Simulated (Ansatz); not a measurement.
Every step of a relaxation of rocksalt NbN (100), 3 layers

DFT, LDA, PAW with Ansatz's default frozen-core files, scalar-relativistic (Ansatz 0.2.0); a Γ-centred 11×11×1 k mesh, Fermi–Dirac smearing of 0.05 eV, no spin polarisation. The run relaxes the atoms in the fixed cell.

Command: `ansatz run input.yaml --threads 2 --pin off --max-ram 4096MiB --backend cpu --events-out ev --progress --plain --runs-dir out` It took 26 s on 2 threads of Arm Neoverse V2, on a shared host, peak memory 0.44 GiB.

```yaml
crystal:
  lattice:
    - [3.0798703058, 0.0, 0.0]
    - [0.0, 3.0798703058, 0.0]
    - [0.0, 0.0, 20.3556]
  atoms:
    - { symbol: Nb, position: [0.25, 0.25, 0.3930123809] }
    - { symbol: "N", position: [0.75, 0.75, 0.3930123809] }
    - { symbol: Nb, position: [0.75, 0.75, 0.5] }
    - { symbol: "N", position: [0.25, 0.25, 0.5] }
    - { symbol: Nb, position: [0.25, 0.25, 0.6069876191] }
    - { symbol: "N", position: [0.75, 0.75, 0.6069876191] }
kpoints:
  mp_grid: { grid: [11, 11, 1] }
scf:
  occupations: { method: fermi_dirac, width: 0.05 }
hamiltonian:
  xc: lda
  pseudopotentials: { kind: paw }
output:
  forces: true
  stress: true
  eigenvalues: true
relax:
  f_tol: 0.01
  max_steps: 40
efield:
  axis: 3
  amplitude: 0
  dipole_correction: true
```

Each step lists its free energy a cell above the last geometry, and Cartesian positions (Å) with forces (eV/Å).

The first step:

```
step 1  dF = 355.39 meV
  Nb 0.7700 0.7700 8.0000   0.0000 0.0000 1.7936
  N 2.3099 2.3099 8.0000   0.0000 0.0000 -1.5087
  Nb 2.3099 2.3099 10.1778   0.0000 0.0000 0.0000
  N 0.7700 0.7700 10.1778   0.0000 0.0000 0.0000
  Nb 0.7700 0.7700 12.3556   0.0000 0.0000 -1.7936
  N 2.3099 2.3099 12.3556   0.0000 0.0000 1.5087
```

The PAW files were made under PBE. The cell is 1×1, so reconstructions are forbidden.

Question: Where does the relaxation end, and by which steps?

Answer: After 4 geometries, with a shortest distance of 2.062 Å. The further steps:
```
step 2  dF = 7.97 meV
  Nb 0.7700 0.7700 8.1030   0.0000 0.0000 0.2095
  N 2.3099 2.3099 7.9213   0.0000 0.0000 -0.2415
  Nb 2.3099 2.3099 10.1778   0.0000 0.0000 0.0000
  N 0.7700 0.7700 10.1778   0.0000 0.0000 0.0000
  Nb 0.7700 0.7700 12.2526   0.0000 0.0000 -0.2095
  N 2.3099 2.3099 12.4343   0.0000 0.0000 0.2415
step 3  dF = 0.30 meV
  Nb 0.7700 0.7700 8.1113   0.0000 0.0000 0.0561
  N 2.3099 2.3099 7.8997   0.0000 0.0000 -0.0209
  Nb 2.3099 2.3099 10.1778   0.0000 0.0000 0.0000
  N 0.7700 0.7700 10.1778   0.0000 0.0000 0.0000
  Nb 0.7700 0.7700 12.2443   0.0000 0.0000 -0.0562
  N 2.3099 2.3099 12.4559   0.0000 0.0000 0.0209
step 4  dF = 0.00 meV
  Nb 0.7700 0.7700 8.1158   0.0000 0.0000 0.0053
  N 2.3099 2.3099 7.8987   0.0000 0.0000 -0.0056
  Nb 2.3099 2.3099 10.1778   0.0000 0.0000 0.0000
  N 0.7700 0.7700 10.1778   0.0000 0.0000 0.0000
  Nb 0.7700 0.7700 12.2398   0.0000 0.0000 -0.0053
  N 2.3099 2.3099 12.4569   0.0000 0.0000 0.0056
step 5  dF = 0.00 meV  (same geometry, solved once more)
  Nb 0.7700 0.7700 8.1158   0.0000 0.0000 0.0053
  N 2.3099 2.3099 7.8987   0.0000 0.0000 -0.0057
  Nb 2.3099 2.3099 10.1778   0.0000 0.0000 0.0000
  N 0.7700 0.7700 10.1778   0.0000 0.0000 0.0000
  Nb 0.7700 0.7700 12.2398   0.0000 0.0000 -0.0053
  N 2.3099 2.3099 12.4569   0.0000 0.0000 0.0057
```
